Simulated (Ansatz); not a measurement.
**SrTiO3: excitons and shallow donors from band masses and screening**

Theory: Ansatz, DFT PBEsol, scalar-relativistic, plane waves, PAW.

Plane waves to 420 eV, a k mesh through Γ of 8×8×8 on the computed 5-atom cell and Gaussian smearing (0.02 eV); no spin polarisation.

Relaxed cell: Pm-3m, a = 3.891 Å, b = 3.891 Å, c = 3.891 Å, α = 90.00°, β = 90.00°, γ = 90.00°, 5 atoms in the primitive cell. Whether it is the stable form of this composition wasn't checked.

The calculation gives a Kohn–Sham gap of 1.85 eV, an electron mass of 0.538 mₑ and a hole mass of 1.12 mₑ (harmonic means over x, y, z and over the bands degenerate at each edge), and ε∞ = 6.45 (independent particles, mean of the diagonal).

Task: Estimate the binding energy and radius of a Wannier–Mott exciton and of a shallow donor, and say whether the hydrogenic model can hold.

Result: The reduced mass is μ = mₙmₕ/(mₙ + mₕ) = 0.364 mₑ, with mₙ and mₕ the band masses. With E_b = 13.606 eV × μ/ε² and a = 0.529 Å × ε/μ (μ in mₑ) the exciton has E_b = 119 meV and a = 9.4 Å. For a donor μ is the electron mass: 176 meV and 6.3 Å. The radius isn't large against the shortest lattice vector (3.89 Å), so the continuum picture is doubtful and the numbers are only a scale. In a polar crystal the ions screen too, so a state bound more weakly than an optical phonon feels the larger static constant, which lowers the energy and widens the orbit. The other way, the small Kohn–Sham gap and the missing local fields make ε∞ too large and the masses tend to be too light, which underbinds. The edges lie at different points of the zone, so the exciton is indirect.

Symmetry holds off the tilts and polar distortions that many cubic perovskites undergo.